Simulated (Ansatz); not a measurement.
# Preparing HfO2 (P2_1/c) as a host crystal

Aim: the runs on the perfect crystal HfO2 (P2_1/c) that a defect calculation needs first.

Main program and level: Ansatz 0.2.0; plane-wave PAW DFT, PBEsol; relaxation of the host's cell and atoms; PAW set soft_1, in the first sound run; inputs show where later runs differ.

Most raw output is cut from this account.

### 1. The starting structure

Symmetry: P2_1/c, No. 14, monoclinic system. The conventional cell has a = 5.094 Å, b = 5.151 Å, c = 5.276 Å, α = 90.00°, β = 99.56°, γ = 90.00°. Nearest to Hf lie 7 O at 2.03 to 2.24 Å. O has 4 Hf at 2.13 to 2.24 Å nearest. Nearest to O lie 3 Hf at 2.03 to 2.13 Å. Farther neighbours and most contacts between anions are not listed.

### 2. Host cell relaxation

Lattice and positions are set free, within the symmetry that the program keeps.

The input, cell/input.yaml:

```yaml
crystal:
  lattice:
    - [5.094175, 0.0, 0.0]
    - [0.0, 5.1506447, 0.0]
    - [-0.876169, 0.0, 5.2029535]
  atoms:
    - { symbol: Hf, position: [0.27613578, 0.45806468, 0.70790733] }
    - { symbol: Hf, position: [0.72386422, 0.95806468, 0.79209267] }
    - { symbol: Hf, position: [0.72386422, 0.54193532, 0.29209267] }
    - { symbol: Hf, position: [0.27613578, 0.04193532, 0.20790733] }
    - { symbol: O, position: [0.44799782, 0.74252595, 0.97857799] }
    - { symbol: O, position: [0.55200218, 0.24252595, 0.52142201] }
    - { symbol: O, position: [0.55200218, 0.25747405, 0.02142201] }
    - { symbol: O, position: [0.44799782, 0.75747405, 0.47857799] }
    - { symbol: O, position: [0.06836078, 0.33075888, 0.34625278] }
    - { symbol: O, position: [0.93163922, 0.83075888, 0.15374722] }
    - { symbol: O, position: [0.93163922, 0.66924112, 0.65374722] }
    - { symbol: O, position: [0.06836078, 0.16924112, 0.84625278] }
basis:
  ecutwfc: 420
  xc_grid: 2
hamiltonian:
  xc: pbesol
  pseudopotentials: { kind: paw, azcp: { folder: soft_1 }, xc_functional: pbe }
kpoints:
  mp_grid: { grid: [6, 6, 6] }
scf:
  occupations: { method: fixed }
  max_iter: 100
relax:
  f_tol: 0.005
  max_steps: 60
  cell: {}
output:
  forces: true
  stress: true
checkpoint:
  write: "../cell.run"
  compress: false
  write_wavefunctions: false
  write_every: 100000
```

The run is started by

```bash
> ansatz run input.yaml --threads 32 --pin off --max-ram 84787MiB --backend cpu --events-out ev --progress --plain --runs-dir out
```

Elapsed: 14 s, on 32 threads of Arm Neoverse V2, shared host; peak memory 2.3 GiB.

The steps of the relaxation:

| step | energy less that of the first step (eV) | largest force component (eV/Å) | pressure (GPa) | volume (Å³) |
| --- | --- | --- | --- | --- |
| 1 | 0.0000 | 0.1530 | 1.78 | 136.52 |
| 2 | -0.0032 | 0.0412 | -0.34 | 137.53 |
| 3 | -0.0045 | 0.0181 | -0.12 | 137.42 |
| 4 | -0.0063 | 0.0223 | -0.03 | 137.24 |
| 5 | -0.0070 | 0.0142 | -0.08 | 137.12 |
| 6 | -0.0072 | 0.0019 | 0.00 | 137.12 |
| 7* | -0.0094 | 0.0020 | 0.03 | 137.12 |

Relaxation steps marked * repeat the geometry before them on a plane-wave basis chosen anew for their cell, so energy and pressure can jump there.

The run keeps the 4 symmetry operations that it works with, so distortions that break them were not tested.

| cell as run | before | after | change |
| --- | --- | --- | --- |
| a (Å) | 5.094 | 5.096 | +0.0 % |
| b (Å) | 5.151 | 5.178 | +0.5 % |
| c (Å) | 5.276 | 5.271 | -0.1 % |
| β (°) | 99.56 | 99.61 | +0.1 % |
| volume (Å³/atom) | 11.38 | 11.43 | +0.4 % |

The atoms that moved most (Å, as changes of fractional coordinates times the final cell):

| atom | dx | dy | dz | length |
| --- | --- | --- | --- | --- |
| O10 | -0.020 | 0.035 | 0.028 | 0.049 |
| O11 | -0.020 | -0.035 | 0.028 | 0.049 |
| O9 | 0.020 | 0.035 | -0.028 | 0.049 |
| O12 | 0.020 | -0.035 | -0.028 | 0.049 |
| O8 | -0.006 | 0.004 | 0.007 | 0.010 |
| O5 | -0.006 | -0.004 | 0.007 | 0.010 |
| O7 | 0.006 | 0.004 | -0.007 | 0.010 |
| O6 | 0.006 | -0.004 | -0.007 | 0.010 |

Numbers from this step:

```yaml
pressure: 0.03186 GPa
```

The relaxation ends with a largest force component of 0.0020 eV/Å and a pressure of 0.03 GPa.

### 3. Dielectric tensors of the host

The response to a uniform electric field gives the electronic dielectric tensor.

This step: plane-wave PAW DFPT, PBEsol; dielectric tensors, Born charges and zone-centre modes of the host; PAW set soft_1 (Ansatz 0.2.0).

The input, eps/input.yaml:

```yaml
crystal:
  lattice:
    - [5.0960620715, 0.0, -0.0016483557]
    - [0.0, 5.1775305436, 0.0]
    - [-0.8781771194, 0.0, 5.1973371285]
  atoms:
    - { symbol: Hf, position: [0.2771546276, 0.4570220761, 0.7081870593] }
    - { symbol: Hf, position: [0.7228453724, 0.9570220761, 0.7918129407] }
    - { symbol: Hf, position: [0.7228453724, 0.5429779239, 0.2918129407] }
    - { symbol: Hf, position: [0.2771546276, 0.0429779239, 0.2081870593] }
    - { symbol: O, position: [0.447131741, 0.7417965992, 0.9800218393] }
    - { symbol: O, position: [0.552868259, 0.2417965992, 0.5199781607] }
    - { symbol: O, position: [0.552868259, 0.2582034008, 0.0199781607] }
    - { symbol: O, position: [0.447131741, 0.7582034008, 0.4800218393] }
    - { symbol: O, position: [0.0712950624, 0.3374659056, 0.3407824343] }
    - { symbol: O, position: [0.9287049376, 0.8374659056, 0.1592175657] }
    - { symbol: O, position: [0.9287049376, 0.6625340944, 0.6592175657] }
    - { symbol: O, position: [0.0712950624, 0.1625340944, 0.8407824343] }
basis:
  ecutwfc: 420
hamiltonian:
  xc: pbesol
  pseudopotentials: { kind: paw, azcp: { folder: soft_1 }, xc_functional: pbe }
kpoints:
  mp_grid: { grid: [5, 5, 5] }
scf:
  occupations: { method: fixed }
  max_iter: 100
phonons:
  method: dfpt
  dielectric: true
  rigid_motions: translations
```

Run time: 90 s. Hardware: 32 threads; peak memory 4.8 GiB.

Electronic dielectric tensor:

```
5.04 0.00 0.14
0.00 5.07 0.00
0.14 0.00 4.75
```

Static dielectric tensor:

```
20.65  0.00  1.35
 0.00 18.84  0.00
 1.35  0.00 15.26
```

The principal values of the electronic dielectric tensor are 4.69, 5.07 and 5.10. The principal values of the static dielectric tensor are 14.94, 18.84 and 20.97.

### 4. Defect free supercell relaxed in its symmetry

This cell, the one that will hold the defects, is built from the relaxed host. Its coarser k-points can move the atoms a little, so it is relaxed from the symmetric sites, as the reference for the test of stability.

This step: plane-wave PAW DFT, PBEsol; relaxation of the defect-free supercell in its symmetry; PAW set soft_1 (Ansatz 0.2.0).

System of this step: HfO2 (P2_1/c). The cell holds 96 atoms: 32 Hf and 64 O. Its edges and angles: a = 10.192 Å, b = 10.355 Å, c = 10.542 Å, α = 90.0°, β = 99.6°, γ = 90.0°.

The input, pristine.symmetric/input.yaml:

```yaml
crystal:
  lattice:
    - [10.1921241429, 0.0, -0.0032967114]
    - [0.0, 10.3550610872, 0.0]
    - [-1.7563542387, 0.0, 10.3946742571]
  atoms:
    - { symbol: Hf, position: [0.1385773138, 0.228511038, 0.3540935296] }
    - { symbol: Hf, position: [0.3614226862, 0.478511038, 0.3959064704] }
    - { symbol: Hf, position: [0.3614226862, 0.271488962, 0.1459064704] }
    - { symbol: Hf, position: [0.1385773138, 0.021488962, 0.1040935296] }
    - { symbol: O, position: [0.2235658705, 0.3708982996, 0.4900109196] }
    - { symbol: O, position: [0.2764341295, 0.1208982996, 0.2599890804] }
    - { symbol: O, position: [0.2764341295, 0.1291017004, 0.0099890804] }
    - { symbol: O, position: [0.2235658705, 0.3791017004, 0.2400109196] }
    - { symbol: O, position: [0.0356475312, 0.1687329528, 0.1703912172] }
    - { symbol: O, position: [0.4643524688, 0.4187329528, 0.0796087828] }
    - { symbol: O, position: [0.4643524688, 0.3312670472, 0.3296087828] }
    - { symbol: O, position: [0.0356475312, 0.0812670472, 0.4203912172] }
    - { symbol: Hf, position: [0.1385773138, 0.228511038, 0.8540935297] }
    - { symbol: Hf, position: [0.3614226862, 0.478511038, 0.8959064704] }
    - { symbol: Hf, position: [0.3614226862, 0.271488962, 0.6459064704] }
    - { symbol: Hf, position: [0.1385773138, 0.021488962, 0.6040935296] }
    - { symbol: O, position: [0.2235658705, 0.3708982996, 0.9900109196] }
    - { symbol: O, position: [0.2764341295, 0.1208982996, 0.7599890804] }
    - { symbol: O, position: [0.2764341295, 0.1291017004, 0.5099890804] }
    - { symbol: O, position: [0.2235658705, 0.3791017004, 0.7400109196] }
    - { symbol: O, position: [0.0356475312, 0.1687329528, 0.6703912171] }
    - { symbol: O, position: [0.4643524688, 0.4187329528, 0.5796087829] }
    - { symbol: O, position: [0.4643524688, 0.3312670472, 0.8296087829] }
    - { symbol: O, position: [0.0356475312, 0.0812670472, 0.9203912172] }
    - { symbol: Hf, position: [0.1385773138, 0.728511038, 0.3540935296] }
    - { symbol: Hf, position: [0.3614226862, 0.978511038, 0.3959064704] }
    - { symbol: Hf, position: [0.3614226862, 0.771488962, 0.1459064704] }
    - { symbol: Hf, position: [0.1385773138, 0.521488962, 0.1040935296] }
    - { symbol: O, position: [0.2235658705, 0.8708982996, 0.4900109196] }
    - { symbol: O, position: [0.2764341295, 0.6208982996, 0.2599890804] }
[... 60 atom lines left out ...]
    - { symbol: O, position: [0.7764341295, 0.6291017004, 0.5099890804] }
    - { symbol: O, position: [0.7235658705, 0.8791017004, 0.7400109196] }
    - { symbol: O, position: [0.5356475312, 0.6687329528, 0.6703912171] }
    - { symbol: O, position: [0.9643524688, 0.9187329528, 0.5796087829] }
    - { symbol: O, position: [0.9643524688, 0.8312670472, 0.8296087829] }
    - { symbol: O, position: [0.5356475312, 0.5812670472, 0.9203912172] }
basis:
  ecutwfc: 420
  xc_grid: 2
hamiltonian:
  xc: pbesol
  pseudopotentials: { kind: paw, azcp: { folder: soft_1 }, xc_functional: pbe }
kpoints:
  mp_grid: { grid: [1, 1, 1] }
scf:
  occupations: { method: fermi_dirac, width: 0.01 }
  max_iter: 100
  lower_state_search: "off"
output:
  forces: true
relax:
  f_tol: 0.015
  max_steps: 60
  escape_saddle: false
checkpoint:
  write: "../pristine.symmetric.run"
  compress: false
  write_wavefunctions: false
  write_every: 100000
```

The run is started by

```bash
> ansatz run input.yaml --threads 32 --pin off --max-ram 84787MiB --backend cuda --events-out ev --progress --plain --runs-dir out --max-vram 78GiB
```

Elapsed: 2.3 s, on 1 × NVIDIA GB200 with 32 threads; peak memory 1 GiB.

No atom moved by 0.005 Å in the relaxation.

### 5. Defect free supercell relaxed from displaced atoms

This step: plane-wave PAW DFT, PBEsol; relaxation of the defect-free supercell from random displacements, a test of the host's stability; PAW set soft_1 (Ansatz 0.2.0).

pristine.rattled/input.yaml, as its differences from pristine.symmetric/input.yaml of step 4:

```diff
@@ -59,6 +59,6 @@
   f_tol: 0.015
-  max_steps: 60
-  escape_saddle: false
+  max_steps: 120
+  random_displacement: { amplitude: 0.06, seed: 7775 }
 checkpoint:
-  write: "../pristine.symmetric.run"
+  write: "../pristine.rattled.run"
   compress: false
```

Wall time 5.4 s (1 × NVIDIA GB200 with 32 threads); peak memory 1 GiB; 14 s of CPU time.

Relaxation path:

| step | energy less that of the first step (eV) | largest force component (eV/Å) |
| --- | --- | --- |
| 1 | 0.0000 | 2.5309 |
| 2 | -1.9187 | 1.1554 |
| 3 | -2.7620 | 0.0407 |
| 4 | -2.7620 | 0.0403 |
| 5 | -2.7643 | 0.0029 |

The relaxation ends 29 meV an atom lower than the displaced start, with a largest force component of 0.0029 eV/Å.

### 6. Host on a dense mesh

This step: plane-wave PAW DFT, PBEsol; single point of the defect-free host, a test of the k-point sampling; PAW set soft_1 (Ansatz 0.2.0).

System of this step: HfO2 (P2_1/c). The structure is monoclinic, space group P2_1/c (No. 14). Conventional cell: a = 5.096 Å, b = 5.178 Å, c = 5.271 Å, α = 90.00°, β = 99.61°, γ = 90.00°. Hf has 7 O at 2.04 to 2.23 Å nearest. O has 4 Hf at 2.14 to 2.23 Å nearest. Nearest to O lie 3 Hf at 2.04 to 2.13 Å. Farther neighbours and most contacts between anions are not listed.

dense/input.yaml, as its differences from eps/input.yaml of step 3:

```diff
@@ -20,2 +20,3 @@
   ecutwfc: 420
+  xc_grid: 2
 hamiltonian:
@@ -24,9 +25,11 @@
 kpoints:
-  mp_grid: { grid: [5, 5, 5] }
+  mp_grid: { grid: [6, 6, 6] }
 scf:
-  occupations: { method: fixed }
+  occupations: { method: fermi_dirac, width: 0.01 }
   max_iter: 100
-phonons:
-  method: dfpt
-  dielectric: true
-  rigid_motions: translations
+  lower_state_search: "off"
+checkpoint:
+  write: "../dense.run"
+  compress: false
+  write_wavefunctions: false
+  write_every: 100000
```

The run is started by

```bash
> ansatz run input.yaml --threads 32 --pin off --max-ram 84787MiB --backend cpu --events-out ev --progress --plain --runs-dir out
```

The job ended after 3.9 s (32 threads; peak memory 1.9 GiB).

### 7. Defect free supercell at the zone centre

The supercell is run at the zone centre, to see how far that sampling misses the dense mesh.

System of this step: HfO2 (P2_1/c). The cell holds 96 atoms: 32 Hf and 64 O. Cell: a = 10.192 Å, b = 10.355 Å, c = 10.542 Å, α = 90.0°, β = 99.6°, γ = 90.0°.

pristine.sampling_gamma/input.yaml, as its differences from pristine.rattled/input.yaml of step 5:

```diff
@@ -55,10 +55,4 @@
   lower_state_search: "off"
-output:
-  forces: true
-relax:
-  f_tol: 0.015
-  max_steps: 120
-  random_displacement: { amplitude: 0.06, seed: 7775 }
 checkpoint:
-  write: "../pristine.rattled.run"
+  write: "../pristine.sampling_gamma.run"
   compress: false
```

The run is started by

```bash
> ansatz run input.yaml --threads 32 --pin off --max-ram 84787MiB --backend cuda --events-out ev --progress --plain --runs-dir out --max-vram 78GiB
```

Run time: 2 s. Hardware: 1 × NVIDIA GB200 with 32 threads; peak memory 1.1 GiB.

### 8. What came out

```
primitive cell vectors, lengths                                      : 5.096, 5.178, 5.271 Å
electronic dielectric constant                                       : principal values (4.69, 5.07, 5.10)
static dielectric constant                                           : principal values (14.94, 18.84, 20.97)
gap on the k-mesh of the response run (PBEsol)                       : 4.03 eV
supercell relaxed in its symmetry less the displaced and relaxed one : 0.001 eV
energy an atom at the zone centre alone less that on the dense mesh  : 0.003 eV
```

Step 5: The energy fell by 2.764 eV from the randomly displaced start; the atoms end within 0.005 Å of the sites as typed, once the mean shift is taken out. The displaced cell ends within 0.01 eV of the symmetric one relaxed in its symmetry, so no lower structure shows in this supercell. The k-mesh can miss the band edges, so this gap is an upper bound at this level. All at zero temperature.

[Logs are printed without paths, hosts, clocks, repeated set-up lines and the standing remarks that a program may print on its own settings, such as how far it seeks lower states.]

[Hosts, paths, dates, database ids (printed as entryN), source tags and the programs' standing remarks are cut or masked in the printed files.]

[Runs of the host that timed out are not shown.]

[For some hosts the program warned that the k-mesh of the response run may be too coarse for force constants and the static dielectric constant; such warnings are not always shown.]
